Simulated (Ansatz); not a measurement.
## Zone-centre modes in TiAl$_{3}$

All numbers below come from Ansatz, DFT PBE, scalar-relativistic, plane waves, PAW. The runs took a 420 eV cutoff, a Γ-centred 18×18×18 mesh and Gaussian smearing (0.15 eV). No spin polarisation.

Reference structure (relaxed at this level):

```
CELL_PARAMETERS angstrom
-1.92267 1.92267 4.31140
1.92267 -1.92267 4.31140
1.92267 1.92267 -4.31140
ATOMIC_POSITIONS crystal
Ti 0.00000 0.00000 0.00000
Al 0.50000 0.50000 0.00000
Al 0.75000 0.25000 0.50000
Al 0.25000 0.75000 0.50000
```

Harmonic modes by finite displacements of 0.02 Å, without the LO–TO term.

Task: At this geometry, is the structure stable against these modes?

Result: Yes: no mode is imaginary beyond 10 cm⁻¹, and only the three translations lie near zero.

Task: List the wavenumbers in cm⁻¹.

Result: 0, 0, 0, 196, 220, 220, 253, 319, 331, 331, 342, 342.

Cost: 1 run of about 8 core-minutes, on Arm Neoverse V1 (shared hosts).